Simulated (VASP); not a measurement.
# SiC: cell size and functional, part 3 of 3

How much does the relaxed cell of SiC depend on the functional? The starting structure is a computed structure from the Materials Project. The first relaxation on each setting starts from this cell expanded by 3 % in volume.

VASP 6.6.1.

Results so far: PBEsol 10.35 Å³ an atom; LDA 10.16 Å³ an atom; PBE 10.50 Å³ an atom; PBEsol + D3(BJ) 10.17 Å³ an atom; r2SCAN 10.32 Å³ an atom; r2SCAN + rVV10 10.30 Å³ an atom.

## 8. Relaxation with optB86b-vdW

Level of this step: optB86b-vdW; plane waves and PAW (Si, C) (VASP).

optB86b-vdW pairs nonlocal correlation with a less repulsive exchange of B86b form. This run starts from the cell of an earlier relaxation, which isn't shown; the restart sets up the plane waves anew.

INCAR

```
SYSTEM = SiC
PREC = Accurate
ENCUT = 520
EDIFF = 1E-06
NELM = 100
ISMEAR = 0
SIGMA = 0.03
LREAL = .FALSE.
ALGO = Normal
GGA = MK
AGGAC = 0
LUSE_VDW = .TRUE.
PARAM1 = 0.1234
PARAM2 = 1
LASPH = .TRUE.
NBANDS = 24
LORBIT = 11
LWAVE = .FALSE.
LCHARG = .FALSE.
KPAR = 8
IBRION = 2
NSW = 50
ISIF = 3
EDIFFG = -0.006
```

POSCAR

```
SiC
1.0
    3.0896613679      0.0000000000      0.0000000000
   -1.5448306840      2.6757252338      0.0000000000
    0.0000000000      0.0000000000     10.1185264710
Si C
4 4
Direct
    0.0000000000      0.0000000000      0.1878558034
    0.0000000000      0.0000000000      0.6878558034
    0.3333333333      0.6666666667      0.4378595271
    0.6666666667      0.3333333333      0.9378595271
    0.0000000000      0.0000000000      0.0004795902
    0.0000000000      0.0000000000      0.5004795902
    0.3333333333      0.6666666667      0.2498040793
    0.6666666667      0.3333333333      0.7498040793
```

KPOINTS

```
Automatic mesh
0
Gamma
9 9 2
0 0 0
```

The projector-augmented-wave data sets are Si and C (PBE family, release 64).

The run is started by

```sh
mpirun -np 8 vasp_std
```

Output:

```text
[banner, memory and clock lines left out]
running    8 mpi-ranks, on    1 nodes
[...]
[... a notice as in an earlier step ...]

 [... a notice as in an earlier step ...]

 [... a notice as in an earlier step ...]

 LDA part: xc-table for (Slater+PW92), standard interpolation
 POSCAR, INCAR and KPOINTS ok, starting setup
[...]
entering main loop
       N       E                     dE             d eps       ncg     rms          rms(c)
DAV:   1     0.859415287480E+02    0.85942E+02   -0.14657E+04  1152   0.121E+03
DAV:   2    -0.520542330892E+02   -0.13800E+03   -0.12849E+03  1560   0.200E+02
DAV:   3    -0.591929597107E+02   -0.71387E+01   -0.70899E+01  1520   0.439E+01
DAV:   4    -0.592947620841E+02   -0.10180E+00   -0.10168E+00  1464   0.609E+00
[...]
DAV:  12    -0.519217307648E+02   -0.27478E-05   -0.71960E-06  1496   0.156E-02    0.961E-03
DAV:  13    -0.519217318485E+02   -0.10837E-05   -0.96570E-07  1072   0.538E-03    0.158E-03
DAV:  14    -0.519217321073E+02   -0.25882E-06   -0.25948E-07   944   0.268E-03
   1 F= -.51921732E+02 E0= -.51921732E+02  d E =-.519217E+02
[...]
reached required accuracy - stopping structural energy minimisation
```

Wall time 66 s (8 MPI ranks of Intel Xeon 6975P-C (Granite Rapids), shared host); peak memory 3.8 GiB; 8.1 min of CPU time.

Parts of OUTCAR (step 8):

```text
  Total        0.0030489      0.0030489      0.0012443     -0.0000000      0.0000000     -0.0000000
  in kB        0.0583970      0.0583970      0.0238317     -0.0000000      0.0000000     -0.0000000
  external PRESSURE =       0.0468752 kB  Pullay stress =       0.0000000 kB

 POSITION                                       TOTAL-FORCE (eV/Angst)
 -----------------------------------------------------------------------------------
      0.00000      0.00000      1.90082        -0.000000      0.000000     -0.002294
      0.00000      0.00000      6.96009         0.000000     -0.000000     -0.002294
     -0.00000      1.78382      4.43049        -0.000000      0.000000     -0.005566
      1.54483      0.89191      9.48976         0.000000     -0.000000     -0.005566
      0.00000      0.00000      0.00485        -0.000000      0.000000      0.003905
      0.00000      0.00000      5.06412         0.000000     -0.000000      0.003905
     -0.00000      1.78382      2.52765         0.000000     -0.000000      0.003956
      1.54483      0.89191      7.58691        -0.000000     -0.000000      0.003956
 -----------------------------------------------------------------------------------
    total drift:                                0.000000      0.000000     -0.000095

  FREE ENERGIE OF THE ION-ELECTRON SYSTEM (eV)
  ---------------------------------------------------
  free  energy   TOTEN  =       -51.9217321073 eV

  energy  without entropy=      -51.9217321073  energy(sigma->0) =      -51.92173211

[... 2 parts as in an earlier step ...]

[... 2 further parts left out ...]
[key lines of the parts left out:]
E-fermi :   8.1773
```

With optB86b-vdW the relaxed cell holds 10.456 Å³ an atom, +1.39 % against the starting cell, with a = 3.090 Å and c = 10.119 Å. That is +1.02 % from PBEsol.

## 9. Relaxation with RPBE

RPBE by itself binds more weakly than PBE and expands cells.

INCAR: that of step 8 with these lines changed.

```diff
@@ -9,8 +9,3 @@
 ALGO = Normal
-GGA = MK
-AGGAC = 0
-LUSE_VDW = .TRUE.
-PARAM1 = 0.1234
-PARAM2 = 1
-LASPH = .TRUE.
+GGA = RP
 NBANDS = 24
```

POSCAR

```
SiC
1.0
    3.1061485476      0.0000000000      0.0000000000
   -1.5530742738      2.6900035502      0.0000000000
    0.0000000000      0.0000000000     10.1703623361
Si C
4 4
Direct
    0.0000000000      0.0000000000      0.1878943800
    0.0000000000      0.0000000000      0.6878943800
    0.3333333333      0.6666666667      0.4378419800
    0.6666666667      0.3333333333      0.9378419800
    0.0000000000      0.0000000000      0.0004600500
    0.0000000000      0.0000000000      0.5004600500
    0.3333333333      0.6666666667      0.2498025900
    0.6666666667      0.3333333333      0.7498025900
```

KPOINTS is that of step 8.

The run is started by

```sh
mpirun -np 8 vasp_std
```

Output:

```text
[... set-up lines as in an earlier step ...]
 entering main loop
       N       E                     dE             d eps       ncg     rms          rms(c)
DAV:   1     0.785632631321E+02    0.78563E+02   -0.14467E+04  1152   0.120E+03
DAV:   2    -0.570729909785E+02   -0.13564E+03   -0.12649E+03  1576   0.197E+02
DAV:   3    -0.640524120927E+02   -0.69794E+01   -0.69337E+01  1536   0.436E+01
DAV:   4    -0.641465586563E+02   -0.94147E-01   -0.94062E-01  1480   0.594E+00
[...]
DAV:  12    -0.573015336941E+02   -0.48194E-05   -0.12666E-05  1472   0.206E-02    0.568E-03
DAV:  13    -0.573015356871E+02   -0.19930E-05   -0.25569E-06  1360   0.981E-03    0.341E-03
DAV:  14    -0.573015360110E+02   -0.32391E-06   -0.29728E-07   936   0.315E-03
   1 F= -.57301536E+02 E0= -.57301536E+02  d E =-.573015E+02
[...]
N       E                     dE             d eps       ncg     rms          rms(c)
DAV:   1    -0.573016226453E+02   -0.86958E-04   -0.36793E-03  1408   0.386E-01    0.706E-02
DAV:   2    -0.573015572299E+02    0.65415E-04   -0.13506E-04  1424   0.640E-02    0.357E-02
DAV:   3    -0.573015370706E+02    0.20159E-04   -0.47638E-05  1488   0.335E-02    0.681E-03
DAV:   4    -0.573015349418E+02    0.21287E-05   -0.43919E-06  1464   0.104E-02    0.351E-03
DAV:   5    -0.573015338572E+02    0.10846E-05   -0.36465E-07   848   0.332E-03    0.260E-03
DAV:   6    -0.573015332963E+02    0.56097E-06   -0.15500E-07   808   0.221E-03
   2 F= -.57301533E+02 E0= -.57301533E+02  d E =0.271475E-05
 trial-energy change:    0.000003  1 .order   -0.000006   -0.000205    0.000193
 step:   0.4822(harm=  0.5153)  dis= 0.00004  next Energy=   -57.301584 (dE=-0.484E-04)
[...]
N       E                     dE             d eps       ncg     rms          rms(c)
DAV:   1    -0.573016009504E+02   -0.67093E-04   -0.98980E-04  1384   0.200E-01    0.368E-02
DAV:   2    -0.573015863248E+02    0.14626E-04   -0.36135E-05  1416   0.331E-02    0.187E-02
DAV:   3    -0.573015839806E+02    0.23442E-05   -0.12688E-05  1456   0.173E-02    0.352E-03
DAV:   4    -0.573015838334E+02    0.14712E-06   -0.10493E-06   904   0.537E-03
   3 F= -.57301584E+02 E0= -.57301584E+02  d E =-.478224E-04
[...]
reached required accuracy - stopping structural energy minimisation
```

Elapsed: 11 s, on 8 MPI ranks; peak memory 1.9 GiB; 81 s of CPU time.

OUTCAR, selected parts (step 9):

```text
  Total        0.0067044      0.0067044     -0.0032739      0.0000000      0.0000000      0.0000000
  in kB        0.1262910      0.1262910     -0.0616693      0.0000000      0.0000000      0.0000000
  external PRESSURE =       0.0636376 kB  Pullay stress =       0.0000000 kB

 POSITION                                       TOTAL-FORCE (eV/Angst)
 -----------------------------------------------------------------------------------
     -0.00000      0.00000      1.91137         0.000000      0.000000      0.001635
      0.00000      0.00000      6.99756        -0.000000      0.000000      0.001635
     -0.00000      1.79396      4.45392         0.000000      0.000000      0.001692
      1.55362      0.89698      9.54011        -0.000000     -0.000000      0.001692
      0.00000      0.00000      0.00457         0.000000     -0.000000     -0.002571
      0.00000      0.00000      5.09076        -0.000000      0.000000     -0.002571
     -0.00000      1.79396      2.54113        -0.000000      0.000000     -0.000755
      1.55362      0.89698      7.62731         0.000000     -0.000000     -0.000755
 -----------------------------------------------------------------------------------
    total drift:                               -0.000000     -0.000000     -0.000878

  FREE ENERGIE OF THE ION-ELECTRON SYSTEM (eV)
  ---------------------------------------------------
  free  energy   TOTEN  =       -57.3015838334 eV

  energy  without entropy=      -57.3015838334  energy(sigma->0) =      -57.30158383

[... 2 parts as in an earlier step ...]

[... 2 further parts left out ...]
[key lines of the parts left out:]
E-fermi :   8.0912
```

With RPBE the relaxed cell holds 10.632 Å³ an atom, +3.09 % against the starting cell, with a = 3.107 Å and c = 10.172 Å. That is +2.72 % from PBEsol.

## 10. Comparison

| level | volume (Å³/atom) | against the starting cell (%) | a (Å) | c (Å) | pressure left (GPa) | core minutes |
| --- | --- | --- | --- | --- | --- | --- |
| PBEsol | 10.35 | 0.36 | 3.0796 | 10.0816 | 0.01 | 2.96 |
| LDA | 10.155 | -1.53 | 3.06 | 10.0182 | 0.03 | 2.24 |
| PBE | 10.495 | 1.77 | 3.0937 | 10.1292 | 0.0 | 1.71 |
| PBEsol + D3(BJ) | 10.174 | -1.35 | 3.0621 | 10.0233 | 0.02 | 2.96 |
| r2SCAN | 10.323 | 0.09 | 3.0766 | 10.0738 | 0.03 | 9.25 |
| r2SCAN + rVV10 | 10.296 | -0.16 | 3.074 | 10.0655 | 0.03 | 34.7 |
| optB86b-vdW | 10.456 | 1.39 | 3.0897 | 10.1185 | 0.0 | 28.4 |
| RPBE | 10.632 | 3.09 | 3.1072 | 10.1724 | 0.01 | 1.52 |

Core minutes are wall time times ranks, summed over the relaxations behind a row (those for a bulk modulus apart), on shared hosts.

## 11. Outcome

| Quantity | Value |
| --- | --- |
| volume, PBEsol | 10.35 Å³/atom |
| volume, LDA | 10.16 Å³/atom |
| volume, PBE | 10.50 Å³/atom |
| volume, PBEsol + D3(BJ) | 10.17 Å³/atom |
| volume, r2SCAN | 10.32 Å³/atom |
| volume, r2SCAN + rVV10 | 10.30 Å³/atom |
| volume, optB86b-vdW | 10.46 Å³/atom |
| volume, RPBE | 10.63 Å³/atom |

In words: Across 8 levels the volume of SiC spans 4.7 %, from 10.16 Å³ an atom (LDA) to 10.63 Å³ (RPBE). Adding D3(BJ) to PBEsol changes the volume by -1.7 %. Adding rVV10 to r2SCAN changes the volume by -0.3 %. LASPH is on in some of these runs and off in others, which adds a little to the differences. All runs keep the symmetry of the start, so they can't find a distortion of lower symmetry. Further runs on this material are not shown.

[Lines on the potential files, build, host, timing and source positions are cut from VASP's logs without a mark.]

[Logs are printed without paths, hosts, clocks, repeated set-up lines and the standing remarks that a program may print on its own settings, such as how far it seeks lower states.]

[Hosts, paths, dates, database ids (printed as entryN), source tags and the programs' standing remarks are cut or masked in the printed files.]
